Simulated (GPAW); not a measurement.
The system is Ir.

```xyz
2
Lattice="2.7514 0.0000 0.0000 -1.3757 2.3828 0.0000 0.0000 0.0000 4.4623" Properties=species:S:1:pos:R:3 pbc="T T T"
Ir    0.0000    1.5885    1.1156
Ir    1.3757    0.7943    3.3467
```

This isn't the form of Ir at room conditions, which is fcc.

| Property | Result |
| --- | --- |
| Program | GPAW 26.7.0 |
| Task | single point |
| Functional | PBE |
| Potentials or basis | GPAW PAW data sets (gpaw-data 1.2.1) |
| Cutoff | 600 eV |
| Basis | pw |
| k mesh | 11 × 11 × 6 |
| Occupations | fermi-dirac, width 0.05 eV |
| Spin | no spin polarisation |

On this cell: pressure -2.3 GPa; largest force under 0.003 eV/Å; band gap on the k mesh none (metal or under the smearing width).

The same run follows on a disturbed copy (atoms moved at random, drawn with an rms of 0.05 Å):

```
CELL_PARAMETERS angstrom
2.75138 0.00000 0.00000
-1.37569 2.38276 0.00000
0.00000 0.00000 4.46229
ATOMIC_POSITIONS crystal
Ir 0.34445 0.66132 0.25713
Ir 0.64903 0.34504 0.74650
```

Task: What changes?

Result: The energy (extrapolated to zero smearing) moves by +20.5 meV/atom; pressure -1.4 GPa; largest force 0.780 eV/Å; band gap on the k mesh none (metal or under the smearing width).

Forces on the atoms (eV/Å):
```
Ir  -0.485  0.202 -0.577
Ir   0.485 -0.202  0.577
```

Stress tensor (GPa, compression positive):
```
-1.32 -0.77  1.15
-0.77 -2.07 -0.51
 1.15 -0.51 -0.86
```
